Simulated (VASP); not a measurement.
**Ge: phonons with LDA**

Crystal: Ge.

```
CELL_PARAMETERS angstrom
0.00000 2.81244 2.81244
2.81244 0.00000 2.81244
2.81244 2.81244 0.00000
ATOMIC_POSITIONS crystal
Ge 0.00000 0.00000 0.00000
Ge 0.25000 0.25000 0.25000
```

* Program: VASP 6.6.1
* Task: phonons
* Functional: LDA
* Potentials or basis: VASP PAW LDA potentials, release 64 (Ge_d)
* Cutoff: 600 eV
* k mesh: 10 × 10 × 10
* Occupations: gaussian, width 0.03 eV
* Spin: no spin polarisation
* Target pressure: -1.5 GPa
* By perturbation theory: no
* Further INCAR settings: ALGO = Normal; EDIFF = 1e-08; IBRION = 6; POTIM = 0.015; NSW = 1

```yaml
Relaxed_volume: 22.76 Å³/atom
Relaxed_cell: a = 4.008 Å, b = 4.008 Å, c = 4.008 Å, α = 60.00°, β = 60.00°, γ = 60.00°
Space_group_after_relaxing_to_0.05_Å: Fd-3m (No. 227)
Highest_phonon_frequency_at_Γ: 279 cm⁻¹
```

Step by step:
| step | energy change (eV) | largest force (eV/Å) | pressure (GPa) | volume (Å³) |
| --- | --- | --- | --- | --- |
| 1 | 0.0000 | 0.0000 | 0.01 | 44.49 |
| 2 | 0.0085 | 0.0000 | -1.97 | 45.85 |
| 3 | 0.0048 | 0.0000 | -1.51 | 45.52 |

Final structure:
```
Ge
1.0
     0.00000    2.83385    2.83385
     2.83385    0.00000    2.83385
     2.83385    2.83385    0.00000
Ge
2
Direct
  0.00000 0.00000 0.00000
  0.25000 0.25000 0.25000
```

Phonon frequencies in cm⁻¹ (negative: imaginary):
```
              q point        frequencies
(0.000, 0.000, 0.000)  0 0 0 279 279 279
```

It took 2.1 min on 1 thread of Intel(R) Xeon(R) Platinum 8559C (Emerald Rapids), on a shared host, peak memory 0.33 GiB.
